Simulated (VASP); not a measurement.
A run of VASP 6.6.1:

Contents of INCAR:

```
SYSTEM = Cu
  PREC = Accurate
  ENCUT = 600
  EDIFF = 1E-7
  ISMEAR = 1
  SIGMA = 0.1
  LREAL = .FALSE.
  LASPH = .TRUE.
  NELM = 80
  ALGO = Normal
  ISIF = 3
  LWAVE = .FALSE.
  LCHARG = .FALSE.
  GGA = PS
  IBRION = 2
  NSW = 90
  EDIFFG = -0.005
```

KPOINTS

```
regular mesh
0
G
  22 22 22
  0 0 0
```

File POSCAR:

```
Cu                                      
1.0
    0.0000000000      1.7844276435      1.7844276435
    1.7844276435      0.0000000000      1.7844276435
    1.7844276435      1.7844276435     -0.0000000000
  Cu            
     1
Direct
     0.0000000000000000    0.0000000000000000    0.0000000000000000
```

Potentials or basis: VASP PAW PBE potentials, release 64 (Cu).

The run is started by

```console
$ cat potpaw_PBE.64/Cu/POTCAR > POTCAR
$ mpirun -np 1 vasp_std > vasp.out
```

Hardware: 1 thread of Intel(R) Xeon(R) Platinum 8488C (Sapphire Rapids), with other jobs on the host.

**Question.** Estimate the wall time of this run.

**Answer.** Run time: 34 s on 1 thread of Intel(R) Xeon(R) Platinum 8488C (Sapphire Rapids), on a shared host, peak memory 0.16 GiB. Counts: scf iterations 12, k points 328, ion steps 1.
